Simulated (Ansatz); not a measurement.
Zincblende GaSb was relaxed with 5 functionals in Ansatz 0.2.0, cell and atoms free, the symmetry of the start kept (meshes: PBE 6×6×6, r2SCAN 6×6×6, PBEsol 6×6×6, LDA 6×6×6, HSE06 4×4×4). (Simulation; spin polarisation is off.)

The LDA result:
```
CELL_PARAMETERS angstrom
0.00000 3.02519 3.02519
3.02519 0.00000 3.02519
3.02519 3.02519 0.00000
ATOMIC_POSITIONS crystal
Ga 0.00000 0.00000 0.00000
Sb 0.25000 0.25000 0.25000
```

The symmetry is F-43m (No. 216, cubic); a = 6.050 Å in the conventional setting, 27.69 Å³ an atom. Ga is surrounded by 4 Sb at 2.62 Å; Sb is surrounded by 4 Ga at 2.62 Å.

(1) What lattice does r2SCAN give?

(2) What lattice does PBE give?

(3) Held at the r2SCAN cell, what mean stress do LDA and PBE find, and does its sign point to their own minimum?

Answers

(1) a = 6.132 Å; the volume differs by +4.1 % from LDA's. Ga has 4 Sb at 2.66 Å; Sb has 4 Ga at 2.66 Å.

(2) a = 6.218 Å; the volume differs by +8.6 % from LDA's. Ga has 4 Sb at 2.69 Å; Sb has 4 Ga at 2.69 Å.

(3) Yes. LDA -2.04 GPa, and its relaxed volume is -3.9 % from r2SCAN's; PBE +1.98 GPa, and its relaxed volume is +4.3 % from r2SCAN's. Compression counts positive, so a positive stress asks for a larger cell.
